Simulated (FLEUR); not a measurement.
# Sb (Im-3m) in FLEUR: further runs, part 2 of 2

FLEUR MaX-R8.1 (later development tree). The steps go on from the part before.

## (6) Equation of state, PBEsol, 26.21 Å³/atom

Contents of inp.xml:

```xml
<?xml version="1.0" encoding="UTF-8" standalone="no"?>
<fleurInput fleurInputVersion="0.39">
   <comment>
      Sb                                                                                                  
   </comment>
   <calculationSetup>
      <cutoffs Kmax="4.1" Gmax="12.7" GmaxXC="12.7" numbands="0"/>
      <scfLoop itmax="60" minDistance="0.00001" maxIterBroyd="15" imix="Anderson" alpha="0.05" precondParam="0.0" spinf="2.0" sdNocoIR="T"/>
      <coreElectrons ctail="T" frcor="F" kcrel="0" coretail_lmax="0"/>
      <xcFunctional name="PBEs" relativisticCorrections="F"/>
      <magnetism jspins="1"/>
      <soc l_soc="F" theta="0.0" phi="0.0" spav="F"/>
      <expertModes spex="0" secvar="F"/>
      <geometryOptimization l_f="F" forcealpha="1.0" forcemix="BFGS" epsdisp="0.0005" epsforce="0.0002"/>
      <ldaU l_linMix="F" mixParam="0.05" spinf="1.0"/>
   </calculationSetup>
   <cell>
      <bzIntegration valenceElectrons="21.0" mode="hist" fermiSmearingEnergy="0.00183747">
         <kPointListSelection listName="default-1"/>
         <!-- k-points included here -->
         <xi:include xmlns:xi="http://www.w3.org/2001/XInclude" href="kpts.xml"> </xi:include>
      </bzIntegration>
      <!-- symmetry operations included here -->
      <xi:include xmlns:xi="http://www.w3.org/2001/XInclude" href="sym.xml"> </xi:include>
      <bulkLattice scale="1.0000000000">
         <bravaisMatrix>
            <row-1>   -3.5363217608732280     3.5363217608732280     3.5363217608732280</row-1>
            <row-2>    3.5363217608732280    -3.5363217608732280     3.5363217608732280</row-2>
            <row-3>    3.5363217608732280     3.5363217608732280    -3.5363217608732280</row-3>
         </bravaisMatrix>
      </bulkLattice>
   </cell>
   <atomSpecies>
      <species name="Antimony (Sb)" element="Sb" atomicNumber="51">
         <mtSphere radius="2.66" gridPoints="879" logIncrement="0.015"/>
         <atomicCutoffs lmax="10" lnonsphr="10"/>
         <electronConfig flipSpins="F">
            <coreConfig>(1s1/2) (2s1/2) (2p1/2) (2p3/2) (3s1/2) (3p1/2) (3p3/2) (4s1/2) (3d3/2) (3d5/2)</coreConfig>
            <valenceConfig>(4p1/2) (4p3/2) (5s1/2) (4d3/2) (4d5/2) (5p1/2) (5p3/2)</valenceConfig>
            <stateOccupation state="(5p1/2)" spinUp="0.500000" spinDown="0.500000"/>
            <stateOccupation state="(5p3/2)" spinUp="1.000000" spinDown="1.000000"/>
         </electronConfig>
         <energyParameters s="5" p="5" d="5" f="4"/>
         <lo type="SCLO" l="1" n="4" eDeriv="0"/>
         <lo type="SCLO" l="1" n="4" eDeriv="1"/>
         <lo type="SCLO" l="2" n="4" eDeriv="0"/>
         <lo type="SCLO" l="2" n="4" eDeriv="1"/>
         <lo type="SCLO" l="0" n="5" eDeriv="2"/>
         <lo type="SCLO" l="3" n="4" eDeriv="2"/>
      </species>
   </atomSpecies>
   <atomGroups>
      <atomGroup species="Antimony (Sb)">
         <relPos label="                   1">.0000000000 .0000000000 .0000000000</relPos>
         <force calculate="T" relaxXYZ="TTT"/>
      </atomGroup>
   </atomGroups>
   <output dos="F" band="F" slice="F">
      <checks vchk="F" cdinf="F"/>
      <bandDOS minEnergy="-.5*Htr" maxEnergy="0.5*Htr" sigma="0.015" storeEVData="T"/>
      <vacuumDOS vacdos="F" integ="F" star="F" nstars="0" locx1="0.0" locy1="0.0" locx2="0.0" locy2="0.0" nstm="0" tworkf="0.0"/>
      <unfoldingBand unfoldBand="F" supercellX="1" supercellY="1" supercellZ="1"/>
      <plotting iplot="0" polar="F">
         <plot TwoD="T" vec1="  1.0  0.0  0.0" vec2="  0.0  1.0  0.0" vec3="  0.0  0.0  1.0" zero="  0.0  0.0  0.0" file="plot"/>
      </plotting>
      <chargeDensitySlicing numkpt="0" minEigenval="0.0" maxEigenval="0.0" nnne="0" pallst="F"/>
      <specialOutput eonly="F"/>
      <moessbauerParams electricFieldGradient="T" isomerShift="T" coreHyperfine="T" valenceHyperfine="T"/>
      <magneticCircularDichroism mcd="F" energyLo="-10.0" energyUp="0.0"/>
   </output>
  <!-- We include the file relax.xml here to enable relaxations (see documentation) -->
  <xi:include xmlns:xi="http://www.w3.org/2001/XInclude" href="relax.xml"> <xi:fallback/> </xi:include>
</fleurInput>
```

Potentials or basis: all-electron, FLAPW.

Run with:

```sh
inpgen -f crystal.txt -profile fastHighL
# inp.xml edited to the form shown
fleur_MPI
```

Wall time 12 s (1 thread of Arm Neoverse V2, shared host); peak memory 0.07 GiB.

Results (log left out):

* Free energy: -176350.6599 eV
* Band gap on the k mesh: none (metal or under the smearing width)
* Valence electrons inside the program's atomic spheres: Sb 19.06 (radii Sb 2.66 bohr)

## (7) Equation of state, PBEsol, 26.74 Å³/atom (volume scaled by 1.02)

Changes to inp.xml since step 6:

```diff
@@ -24,3 +24,3 @@
       <xi:include xmlns:xi="http://www.w3.org/2001/XInclude" href="sym.xml"> </xi:include>
-      <bulkLattice scale="1.0000000000">
+      <bulkLattice scale="1.0066227096">
          <bravaisMatrix>
```

Run with:

```sh
inpgen -f crystal.txt -profile fastHighL
# inp.xml edited to the form shown
fleur_MPI
```

It took 13 s on 1 thread of Arm Neoverse V2, shared host; peak memory 0.07 GiB.

Results (log left out):

| Property | Result |
| --- | --- |
| Free energy | -176350.6578 eV |
| Band gap on the k mesh | none (metal or under the smearing width) |
| Valence electrons inside the program's atomic spheres | Sb 19.04 (radii Sb 2.66 bohr) |

## (8) Equation of state, PBEsol, 27.26 Å³/atom (volume scaled by 1.04)

Changes to inp.xml since step 7:

```diff
@@ -24,3 +24,3 @@
       <xi:include xmlns:xi="http://www.w3.org/2001/XInclude" href="sym.xml"> </xi:include>
-      <bulkLattice scale="1.0066227096">
+      <bulkLattice scale="1.0131594038">
          <bravaisMatrix>
```

Run with:

```sh
inpgen -f crystal.txt -profile fastHighL
# inp.xml edited to the form shown
fleur_MPI
```

It took 13 s on 1 thread of Arm Neoverse V2, shared host; peak memory 0.07 GiB.

It converged, with:

* Free energy: -176350.6517 eV
* Band gap on the k mesh: none (metal or under the smearing width)
* Valence electrons inside the program's atomic spheres: Sb 19.02 (radii Sb 2.66 bohr)

## (9) Equation of state, PBEsol, 27.79 Å³/atom (volume scaled by 1.06)

Changes to inp.xml since step 8:

```diff
@@ -24,3 +24,3 @@
       <xi:include xmlns:xi="http://www.w3.org/2001/XInclude" href="sym.xml"> </xi:include>
-      <bulkLattice scale="1.0131594038">
+      <bulkLattice scale="1.0196128224">
          <bravaisMatrix>
```

Potentials or basis: all-electron, FLAPW.

Run with:

```sh
inpgen -f crystal.txt -profile fastHighL
# inp.xml edited to the form shown
fleur_MPI
```

It took 13 s on 1 thread of Arm Neoverse V2, shared host; peak memory 0.07 GiB.

The run converged. Its results:

* Free energy: -176350.6420 eV
* Band gap on the k mesh: none (metal or under the smearing width)
* Valence electrons inside the program's atomic spheres: Sb 19.01 (radii Sb 2.66 bohr)

## (10) Equation of state, PBEsol

Potentials or basis: all-electron, FLAPW.

This step only gathers the single runs of the series.

What came out:

```yaml
Equilibrium_volume: 26.22 Å³/atom
Bulk_modulus: 67 GPa
Pressure_derivative_of_the_bulk_modulus: 4.1
```

Energy against volume, from the lowest point:
```
volume (Å³/atom)  energy (meV/atom)
          24.640              22.12
          25.165               9.50
          25.689               2.31
          26.213               0.00
          26.737               2.10
          27.262               8.20
          27.786              17.90
```
